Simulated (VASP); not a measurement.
**TaN: relaxation of cell and atoms with LDA**

TaN:

```
Ta N
1.0
     2.93994    0.00000    0.00000
    -1.46997    2.54606    0.00000
     0.00000    0.00000    2.89018
Ta N
1 1
Direct
  0.00000 0.00000 0.50000
  0.66667 0.33333 0.00000
```

The cell comes from a database or a generator and needn't be the stable form of this composition.

```yaml
Program: VASP 6.6.1
Task: relaxation of cell and atoms
Functional: LDA
Potentials_or_basis: VASP PAW LDA potentials, release 64 (Ta_pv, N)
Cutoff: 600 eV
k_mesh: 18 × 18 × 14
Occupations: gaussian, width 0.1 eV
Spin: no spin polarisation
Further_INCAR_settings: ALGO = Normal; EDIFF = 1e-07; IBRION = 2; EDIFFG = -0.005; NSW = 90; ISIF = 3
```

```json
{"Relaxed volume": "10.49 Å³/atom", "Relaxed cell": "a = 2.912 Å, b = 2.912 Å, c = 2.856 Å, α = 90.00°, β = 90.00°, γ = 120.00°", "Space group after relaxing (to 0.05 Å)": "P-6m2 (No. 187)", "Energy gained by relaxing": "12.0 meV/atom", "Ionic steps": "7", "Pressure after relaxing": "0.0 GPa", "Band gap on the k mesh": "none (metal or under the smearing width)"}
```

Step by step:
```
step  energy change (eV)  largest force (eV/Å)  pressure (GPa)  volume (Å³)
   1              0.0000                0.0000          -11.18        21.63
   2              0.1503                0.0000           36.60        19.35
   3             -0.0241                0.0000           -0.40        20.99
   4             -0.0241                0.0000           -0.08        20.97
   5             -0.0241                0.0000            0.17        20.96
   6             -0.0241                0.0000           -0.35        20.99
   7             -0.0241                0.0000           -0.04        20.97
```

Final structure:
```cif
data_structure
_symmetry_space_group_name_H-M 'P 1'
_symmetry_Int_Tables_number 1
_cell_length_a 2.9117
_cell_length_b 2.9117
_cell_length_c 2.8562
_cell_angle_alpha 90.000
_cell_angle_beta 90.000
_cell_angle_gamma 120.000
_cell_volume 20.97
loop_
_atom_site_label
_atom_site_type_symbol
_atom_site_fract_x
_atom_site_fract_y
_atom_site_fract_z
_atom_site_occupancy
Ta1 Ta 0.00000 0.00000 0.50000 1
N1 N 0.66667 0.33333 0.00000 1
```

Levels at points of the mesh, in eV from the Fermi level:
```tsv
k point	band 6	band 7	band 8	band 9	band 10	band 11
(0.00, 0.00, 0.00)	-4.63	-4.28	-2.86	2.62	3.75	3.75
(0.50, 0.00, 0.00)	-5.28	-3.55	-3.14	3.10	4.23	5.39
(0.00, 0.00, 0.50)	-3.79	-3.79	-0.08	-0.08	2.56	3.40
(0.50, 0.00, 0.50)	-6.19	-5.80	-0.18	4.43	5.58	6.35
```

Wall time 110 s on 1 thread of AMD EPYC 9R45 96-Core Processor (Zen 5), on a shared host, peak memory 0.2 GiB.

The run has no spin-orbit coupling, so splittings on Ta are missing.
